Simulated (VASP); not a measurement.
## A VASP 6.6.1 single-point calculation on ZnSe

INCAR

```
ISMEAR = 0
NELM = 120
PREC = Accurate
LASPH = .TRUE.
ENCUT = 520
EDIFF = 1E-7
IBRION = -1
NBANDS = 16
GGA = PE
LWAVE = .FALSE.
NSW = 0
ISIF = 2
SIGMA = 0.2
LREAL = .FALSE.
LCHARG = .FALSE.
```

KPOINTS

```
KPOINTS created by Atomic Simulation Environment
0
Gamma
8 8 8
0 0 0
```

POSCAR

```
Zn Se
 1.0000000000000000
     0.0000000000000000    2.8324206797113822    2.8324206797113822
     2.8324206797113822    0.0000000000000000    2.8324206797113822
     2.8324206797113822    2.8324206797113822    0.0000000000000000
 Zn  Se
   1   1
Cartesian
  0.0000000000000000 -0.0000000000000000  0.0000000000000000
  1.4162103398556911  1.4162103398556911  1.4162103398556911
```

The recommended PBE PAW datasets give the neutral cell 18 valence electrons.

Command

```
mpirun -np 1 vasp_std
```

Question: Predict the outcome of this run.

Answer: It converged. Results: gap between bands v and c on the k mesh 1.30 eV; least direct gap on the k mesh 1.30 eV; pressure 2.4 GPa. Band v is the last that the valence electrons fill when counted band by band, and c is the next.

OSZICAR

```
N       E                     dE             d eps       ncg     rms          rms(c)
DAV:   1     0.855056742804E+02    0.85506E+02   -0.87729E+03   928   0.127E+03
DAV:   2    -0.921847128298E+00   -0.86428E+02   -0.81456E+02  1032   0.248E+02
DAV:   3    -0.626521018000E+01   -0.53434E+01   -0.53227E+01  1152   0.604E+01
DAV:   4    -0.630711465472E+01   -0.41904E-01   -0.41901E-01  1120   0.562E+00
DAV:   5    -0.630731135923E+01   -0.19670E-03   -0.19670E-03  1168   0.355E-01    0.476E+00
DAV:   6    -0.603810081918E+01    0.26921E+00   -0.53278E-01  1376   0.238E+01    0.363E+00
DAV:   7    -0.601900676064E+01    0.19094E-01   -0.15361E-01  1056   0.350E+00    0.155E+00
DAV:   8    -0.601879379083E+01    0.21297E-03   -0.43862E-03  1272   0.675E-01    0.451E-01
DAV:   9    -0.601902381813E+01   -0.23003E-03   -0.10934E-03  1080   0.251E-01    0.662E-02
DAV:  10    -0.601913079716E+01   -0.10698E-03   -0.19090E-04  1160   0.103E-01    0.217E-02
DAV:  11    -0.601912427388E+01    0.65233E-05   -0.35944E-05  1112   0.508E-02    0.475E-03
DAV:  12    -0.601912539376E+01   -0.11199E-05   -0.48466E-06  1168   0.130E-02    0.267E-03
DAV:  13    -0.601912556901E+01   -0.17525E-06   -0.48804E-07  1120   0.521E-03    0.999E-04
DAV:  14    -0.601912557307E+01   -0.40582E-08   -0.35099E-08   944   0.204E-03
   1 F= -.60191256E+01 E0= -.60191256E+01  d E =-.210814E-07
```

For comparison, a separate PBE run of the intended cell, on usual settings and not on those above, gives a gap of 1.30 eV on its mesh and a pressure of 2.4 GPa.
